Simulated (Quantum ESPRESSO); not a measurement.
# Ga under changes of volume

One of the cells (18.685 Å³/atom); the others are scaled copies at fixed shape and fractional positions:

```
CELL_PARAMETERS angstrom
1.45000 -4.06500 0.00000
1.45000 4.06500 0.00000
0.00000 0.00000 3.17000
ATOMIC_POSITIONS crystal
Ga 0.13300 0.86700 0.75000
Ga 0.86700 0.13300 0.25000
```

This isn't the form of Ga at room conditions, which is orthorhombic.

* Program: Quantum ESPRESSO 7.5
* Functional: PBEsol
* Potentials or basis: GBRV 1.5 PBEsol
* Cutoff: 762 eV
* Density cutoff: 6095 eV
* k mesh: 10 × 10 × 8
* Occupations: fermi-dirac, width 0.05 eV
* Spin: no spin polarisation

```tsv
volume (Å³/atom)	energy over the lowest point (meV/atom)	pressure (GPa)	largest force (eV/Å)
17.564	2.42	1.6	0.233
17.937	0.00	0.3	0.224
18.311	0.68	-0.9	0.217
18.685	?	?	?
19.058	9.97	-3.1	0.201
19.432	17.94	-3.9	0.194
19.806	27.74	-4.6	0.185
```

Problem. What does the run at 18.685 Å³/atom give?

Solution. Energy over the lowest point 4.11 meV/atom; pressure -2.1 GPa; largest force 0.209 eV/Å.

Worked out: A Birch-Murnaghan fit of order 3 (a polynomial in V^(-2/3)) to the other rows has its minimum at 18.04 Å³/atom with B0 = V·E''(V) = 63 GPa and B' = 5.3 at fixed shape and positions, which overstates the stiffness. It gives 4.13 meV/atom at 18.685 Å³/atom, against the run's 4.11, and -dE/dV = -2.0 GPa, against -2.1.

Energies are extrapolated to zero smearing.
